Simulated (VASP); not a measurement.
Write the native input for VASP 6.6.1 that does the following.

```yaml
Task: relaxation of cell and atoms
Functional: PBE
Potentials_or_basis: VASP PAW PBE potentials, release 64 (Sn_d, O)
Cutoff: 520 eV
k_mesh: 2 × 2 × 1
Occupations: gaussian, width 0.02 eV
Spin: no spin polarisation
Further_INCAR_settings: ALGO = Normal; EDIFF = 1e-07; IBRION = 2; EDIFFG = -0.002; NSW = 80; ISIF = 3
```

The structure of SnO lies in POSCAR:

```
SnO                                     
1.0
    3.8565220683      0.0000000000     -0.0000000000
   -0.0000000000      3.8565220683      0.0000000000
    0.0000000000     -0.0000000000      5.1251943143
  Sn              O             
     2     2
Direct
     0.5000000000000000    1.0000000000000000    0.2248131590928456
     0.0000000000000000    0.5000000000000000    0.7751868409071545
     1.0000000000000000    0.0000000000000000    0.0000000000000000
     0.5000000000000000    0.5000000000000000    0.0000000000000000
```

The input as run:

INCAR

```
SYSTEM = SnO
  ALGO = Normal
  EDIFF = 1E-7
  EDIFFG = -0.002
  ENCUT = 520
  GGA = PE
  IBRION = 2
  ISIF = 3
  ISMEAR = 0
  LASPH = .TRUE.
  LCHARG = .FALSE.
  LREAL = .FALSE.
  LWAVE = .FALSE.
  NELM = 80
  NSW = 80
  PREC = Accurate
  SIGMA = 0.02
```

KPOINTS

```
k-points
0
G
  2 2 1
  0 0 0
```

Potentials or basis: VASP PAW PBE potentials, release 64 (Sn_d, O).

The run is started by

```bash
$ cat potpaw_PBE.64/Sn_d/POTCAR potpaw_PBE.64/O/POTCAR > POTCAR
$ mpirun -np 1 vasp_std > vasp.out
```

Results of the run:

```json
{
  "Relaxed volume": "19.09 Å³/atom",
  "Relaxed cell": "a = 3.857 Å, b = 3.857 Å, c = 5.134 Å, α = 90.00°, β = 90.00°, γ = 90.00°",
  "Space group after relaxing (to 0.05 Å)": "P4/nmm (No. 129)",
  "Energy gained by relaxing": "0.0 meV/atom",
  "Ionic steps": "10",
  "Pressure after relaxing": "0.0 GPa",
  "Band gap on the k mesh": "0.60 eV, indirect (least direct gap 1.92 eV)"
}
```

Caveat: the k mesh is coarse (spacing up to 1.23 Å⁻¹), so the values aren't converged; spin-orbit coupling is left out, which moves the levels of the heavy elements; an odd mesh through Γ misses points on the zone boundary, where band edges often lie.

It took 42 s on 1 thread of Intel(R) Xeon(R) Platinum 8375C CPU @ 2.90GHz (Ice Lake), on a shared host, peak memory 0.18 GiB.
